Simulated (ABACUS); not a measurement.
The system is MgB2.

```xyz
3
Lattice="3.0850 0.0000 0.0000 -1.5425 2.6717 0.0000 0.0000 0.0000 3.5230" Properties=species:S:1:pos:R:3 pbc="T T T"
Mg    0.0000    0.0000    0.0000
B     1.5425    0.8906    1.7615
B     0.0000    1.7811    1.7615
```

Base run:

| Item | Value |
| --- | --- |
| Program | ABACUS 3.10.1 |
| Functional | PBE |
| Potentials or basis | SPMS ONCV 1.0 PBE |
| Cutoff | 1143 eV |
| Density cutoff | 4572 eV |
| Basis | plane waves |
| k mesh | 7 × 7 × 6 |
| Occupations | fermi-dirac, width 0.05 eV |
| Spin | no spin polarisation |

Its results: band gap on the k mesh none (metal or under the smearing width); pressure -1.3 GPa.

**Question.** The run is repeated on the same cell with these changes: potentials or basis from SPMS ONCV 1.0 PBE to SG15 ONCV 1.2 PBE. What comes out?

**Answer.** Band gap on the k mesh none (metal or under the smearing width); pressure -1.9 GPa.
